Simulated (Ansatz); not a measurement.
# Bands, cutoff and cost in G0W0 for AlN (honeycomb monolayer), part 2 of 2

Wanted: a G0W0 gap for AlN (honeycomb monolayer) that is converged in bands and cutoff, or an estimate of the limit.

Ansatz 0.2.0; G0W0 on PBE, plane waves, PAW; PAW set soft_1. Known limits of the many-body steps: not at the basis limit; coarse mesh for a sheet.

So far. Step 5 (699 empty bands, screening to 135 eV): Against the run with 6×6×1 mesh, 380 empty bands, screening to 90 eV, PAW set soft_1 files, the gap moves by +0.14 eV.

**6. Changing the k mesh: 3×3×1 mesh, 176 empty bands, screening to 54 eV, PAW set soft_1 files**

Only the mesh changes. It samples the long-range screening, which converges on its own terms. Bands and cutoff differ from the step before, so it is read against an earlier run that matches them.

input.yaml reads:

```yaml
crystal:
  lattice:
    - [3.1264613863, 0.0, 0.0]
    - [-1.5632306931, 2.7075949845, 0.0]
    - [0.0, 0.0, 23.2]
  atoms:
    - { symbol: Al, position: [0.3333333333, 0.6666666667, 0.5000000517] }
    - { symbol: "N", position: [0.6666666667, 0.3333333333, 0.4999999483] }
  periodic: [true, true, false]
kpoints:
  mp_grid: { grid: [3, 3, 1] }
hamiltonian:
  xc: pbe
  pseudopotentials: { kind: paw, azcp: { folder: soft_1 } }
scf:
  occupations: { method: fixed }
gw:
  n_empty_bands: 176
  ecut_chi: 54.0
  qp_bands: [v2, c2]
  qp_kpoints: band_edges
  screening: { model: contour_deformation }
```

Launch:

```bash
ansatz run input.yaml --threads 4 --pin off --max-ram 17510MiB --backend cpu --events-out ev --progress --plain --runs-dir out
```

Numbers of over 12 decimals in the logs are rounded to 6 here.

Log:

```text
[...]
Crystal: 2 atoms, lattice volume = 196.392 Å³
Basis set: ecut = 420 eV, 3809 PW (Γ)
Bands: 8, of which v1, the nominal top of the filled ones, is band 4 counted from 1 (3 counted from 0)
Symmetry: 12 space group operations
[...]
k-points: 3 of 9 (time reversal used)
[...]
1     5      0.0065    -3.9979    -2.6916    -7.6691  0.8219     1.0073     0.9860  root
     1     6      0.4736    -4.4259    -2.6187    -8.1350  0.8189     1.5958     1.5640  root
     2     3     -8.8819   -20.2962     3.9529   -15.0592  0.7233   -10.2237   -10.1660  root
     2     4     -5.2891   -19.5246     2.9124   -15.6001  0.7549    -6.3263    -6.3012  root
     2     5      0.7123    -3.8992    -3.3793    -8.3252  0.7979     1.7867     1.7590  root
     2     6      2.7826    -5.2493    -3.6830   -10.2204  0.7536     4.1207     4.0707  root
[key lines of the parts left out:]
SCF converged after 8 iterations
Free energy (F): -923.165865 eV
Fermi energy:    -5.289115 eV
```

The job ended after 6.2 s (4 threads of Arm Neoverse V1, shared host; peak memory 0.8 GiB).

Numbers from this step:

| Property | Result |
| --- | --- |
| bands summed | 180 |
| plane waves in the screening matrix | 153 |
| G0W0 gap on the mesh | 4.750 eV |
| k of the valence top | 0.3333, 0.3333, 0 |
| k of the conduction bottom | 0, 0, 0 |
| starting gap on the mesh | 2.882 eV |
| least direct G0W0 gap on the computed points | 5.371 eV |

Against the run with 6×6×1 mesh, 176 empty bands, screening to 54 eV, PAW set soft_1 files, the gap moves by −0.33 eV, while the start moved by −0.02 eV.

**7. Changing the k mesh: 9×9×1 mesh, 176 empty bands, screening to 54 eV, PAW set soft_1 files**

input.yaml: that of step 6 with these lines changed.

```diff
@@ -10,3 +10,3 @@
 kpoints:
-  mp_grid: { grid: [3, 3, 1] }
+  mp_grid: { grid: [9, 9, 1] }
 hamiltonian:
```

Log:

```text
[...]
Crystal: 2 atoms, lattice volume = 196.392 Å³
Basis set: ecut = 420 eV, 3809 PW (Γ)
Bands: 8, of which v1, the nominal top of the filled ones, is band 4 counted from 1 (3 counted from 0)
Symmetry: 12 space group operations
[...]
k-points: 12 of 81 (time reversal used)
[...]
1     6     -0.2480    -1.9016    -1.1362    -3.7177  0.8997     0.4367     0.4319  root
[...]
11     3     -8.9150   -20.3393     3.8189   -15.0784  0.7365   -10.4247   -10.3570  root
    11     4     -5.3186   -19.5449     2.7404   -15.6273  0.7723    -6.5210    -6.4958  root
    11     5      0.7131    -3.9232    -3.1955    -8.3354  0.8171     1.9583     1.9298  root
    11     6      2.7670    -5.2387    -3.6017   -10.2388  0.7675     4.2397     4.1654  root
[key lines of the parts left out:]
SCF converged after 8 iterations
Free energy (F): -923.240102 eV
Fermi energy:    -5.318588 eV
```

The job ended after 56 s (4 threads; peak memory 1 GiB).

This step gave:

* bands summed: 180
* plane waves in the screening matrix: 153
* G0W0 gap on the mesh: 5.094 eV
* k of the valence top: 0.3333, 0.3333, 0
* k of the conduction bottom: 0, 0, 0
* starting gap on the mesh: 2.906 eV
* least direct G0W0 gap on the computed points: 5.657 eV

Against the run with 3×3×1 mesh, 176 empty bands, screening to 54 eV, PAW set soft_1 files, the gap moves by +0.34 eV, while the start moved by +0.02 eV.

**8. Side by side**

Times are wall times on 4 threads of Arm Neoverse V1, shared host, good to a factor of about two.

```
 mesh           files            frequency  bands summed  cutoff (eV)  start (eV)  G0W0 (eV)     time  host memory (GiB)
6×6×1  PAW set soft_1  contour deformation            66           27       2.905      4.962    5.3 s               0.49
6×6×1  PAW set soft_1  contour deformation           180           54       2.905      5.081     20 s                1.0
6×6×1  PAW set soft_1  contour deformation           384           90       2.905      5.309     91 s                2.5
6×6×1  PAW set soft_1  contour deformation           703          135       2.905      5.448  5.8 min                5.7
3×3×1  PAW set soft_1  contour deformation           180           54       2.882      4.750    6.2 s               0.80
9×9×1  PAW set soft_1  contour deformation           180           54       2.906      5.094     56 s                1.0
```

How the two edges are built up, in eV (the quasiparticle level is the starting level plus Σx plus Σc less Vxc):

```
      run               edge  start      Σx     Σc     Vxc     Z     QP
 66 bands        valence top  -5.32  -19.55   2.93  -15.63  0.78  -6.31
 66 bands  conduction bottom  -2.41   -4.33  -2.22   -7.60  0.86  -1.35
180 bands        valence top  -5.32  -19.55   2.75  -15.63  0.77  -6.49
180 bands  conduction bottom  -2.41   -4.33  -2.27   -7.60  0.85  -1.40
384 bands        valence top  -5.32  -19.55   2.53  -15.63  0.77  -6.71
384 bands  conduction bottom  -2.41   -4.33  -2.27   -7.60  0.85  -1.40
703 bands        valence top  -5.32  -19.55   2.35  -15.63  0.76  -6.88
703 bands  conduction bottom  -2.41   -4.33  -2.30   -7.60  0.85  -1.44
```

**9. Summary of results**

| Property | Result |
| --- | --- |
| 66 bands, 27 eV | 4.962 eV |
| 180 bands, 54 eV | 5.081 eV |
| 384 bands, 90 eV | 5.309 eV |
| 703 bands, 135 eV | 5.448 eV |
| estimated limit in bands and cutoff | 5.61 eV |
| mesh and start | 6×6×1, PBE |

In words: A line in one over the bands through the two highest rungs gives 5.61 eV, +0.17 eV from the top rung; the pair below gives 5.51 eV, so the estimate is still climbing. The rungs stand 0.65 eV (66 bands), 0.53 eV (180 bands), 0.31 eV (384 bands) and 0.17 eV (703 bands) from it. From 66 to 703 bands the gap moves by +0.49 eV while the time grows 67-fold. Σc changes by −0.57 eV at the valence top and −0.09 eV at the conduction bottom, so the valence edge carries most of the change. On the 3×3×1 mesh in place of 6×6×1 the gap differs by −0.33 eV, of which −0.02 eV is already in the start. On the 9×9×1 mesh in place of 6×6×1 the gap differs by +0.01 eV, of which +0.001 eV is already in the start. The mesh in the plane is coarse for a sheet; gap and any exciton binding can still move on denser ones.

[Paths, hosts, dates, memory and timing lines, banners, echoed tables and standing remarks are left out of the program output.]

[Logs are printed without paths, hosts, clocks, repeated set-up lines and the standing remarks that a program may print on its own settings, such as how far it seeks lower states.]

[Runs of the session that timed out or met a known fault of the program may be left out.]

[Cells called generated may have been cut or substituted from an entry of the Crystallography Open Database or the Materials Project.]

[Hosts, paths, dates, database ids (printed as entryN), source tags and the programs' standing remarks are cut or masked in the printed files.]
